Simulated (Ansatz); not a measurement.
## Random displacements in Si

Theory: Ansatz 0.2.0, DFT LDA, scalar-relativistic, plane waves, PAW. Settings: plane waves to 420 eV, k-mesh 12×12×6 (Γ-centred), Gaussian smearing 0.03 eV. No spin polarisation. Energies are free energies at this smearing, counted from the undisturbed cell; pressure is positive in compression.

The starting cell (relaxed at this level; this form isn't the usual structure):

```
Si
1.0
     3.80198    0.00000    0.00000
    -1.90099    3.29261    0.00000
     0.00000    0.00000    6.28912
Si
4
Direct
  0.33333 0.66667 0.06303
  0.66667 0.33333 0.56303
  0.33333 0.66667 0.43697
  0.66667 0.33333 0.93697
```

The atoms are displaced (Å, in the unstrained cell):

```
atom ux uy uz
 Si1   0.029   0.010   0.128
 Si2   0.083   0.070   0.090
 Si3  -0.138   0.019  -0.008
 Si4   0.026  -0.099  -0.209
```

Strain (Voigt, engineering shear): (0.0009, -0.0128, -0.0047, -0.0142, 0.0379, -0.0319).

Problem. What are the energy change, the stress and the forces?

Solution. ΔE = 371.0 meV/atom; stress (xx, yy, zz, yz, xz, xy; compression positive) (-0.42, -0.39, 18.79, -4.12, -6.56, 6.48) GPa.
```
atom Fx (eV/Å) Fy Fz
 Si1      -0.06  -0.78  -3.21
 Si2      -3.17  -1.01  -3.72
 Si3       3.17   1.29   0.74
 Si4       0.06   0.49   6.19
```

Cost: 1 run of about 0.7 core-minutes, on Arm Neoverse V1 (shared hosts).